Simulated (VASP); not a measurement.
InP: single point with PBE

Crystal: InP.

```
CELL_PARAMETERS angstrom
0.00000 2.76883 2.76883
2.76883 0.00000 2.76883
2.76883 2.76883 0.00000
ATOMIC_POSITIONS crystal
In 0.00000 0.00000 0.00000
P 0.50000 0.50000 0.50000
```

Measurements of this composition are mostly on another form, of space group No. 216.

```yaml
Program: VASP 6.6.1
Task: single point
Functional: PBE
Potentials_or_basis: VASP PAW PBE potentials, release 64 (In_d_GW, P_GW)
Cutoff: 500 eV
k_mesh: 3 × 3 × 3
Occupations: gaussian, width 0.02 eV
Spin: no spin polarisation
Further_INCAR_settings: ALGO = Fast; EDIFF = 1e-07
```

- Pressure: 1.8 GPa
- Band gap on the k mesh: none (metal or under the smearing width)

Levels at points of the mesh, in eV from the Fermi level:
```
           k point  band 7  band 8  band 9  band 10  band 11  band 12
(0.00, 0.00, 0.00)   -0.26   -0.26   -0.26     0.55     7.09     7.09
```

Run time: 36 s on 1 thread of Intel(R) Xeon(R) Platinum 8259CL CPU @ 2.50GHz (Skylake/Cascade Lake), with other jobs on the host, peak memory 0.17 GiB.

Caveat: the k mesh is coarse (spacing up to 0.66 Å⁻¹), so the values aren't converged.
